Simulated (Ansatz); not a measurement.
**Field gradients at the nuclei in SiS2**

The cell is a computed structure from the Materials Project (it need not be an observed phase) whose atoms were relaxed with PBE, the cell held.

```cif
data_SiS2
_symmetry_space_group_name_H-M 'Ibam'
_symmetry_Int_Tables_number 72
_cell_length_a 5.7494
_cell_length_b 9.8209
_cell_length_c 5.5487
_cell_angle_alpha 90.000
_cell_angle_beta 90.000
_cell_angle_gamma 90.000
loop_
_atom_site_label
_atom_site_type_symbol
_atom_site_symmetry_multiplicity
_atom_site_Wyckoff_symbol
_atom_site_fract_x
_atom_site_fract_y
_atom_site_fract_z
Si Si 4 a 0.0000 0.0000 0.7500
S S 8 j 0.2964 0.3838 0.5000
```

One atom of each set is listed; the run and its k-mesh use a cell of 6 atoms with edges of 6.33, 6.33, 6.33 Å.

Method: Kohn–Sham DFT in Ansatz, PBE, plane waves and PAW, scalar-relativistic, 420 eV cutoff, Γ-centred 8×8×8 k-points, Fermi–Dirac smearing 0.01 eV.

V_zz is the principal component of the electric field gradient with the largest magnitude, η = (V_xx − V_yy)/V_zz and C_Q = eQV_zz/h. ν_Q = 3|C_Q|/[2I(2I − 1)].

33S: I = 3/2, Q = -69.40 mb. Q values from Pyykkö, Mol. Phys. 116, 1328 (2018).

(1) Which values are expected at the nuclei?

Results:

(1) 

```tsv
site	atoms	first shell	C_Q (MHz)	η	ν_Q (MHz)
S	4	2 Si at 2.14 Å, angle 81°	22.2	0.59	11.1
```

At S V_zz stands upright on the plane of its two bonds (within 1°).

Si has no stable isotope with a ground-state quadrupole moment in the table, so these sites are left out.
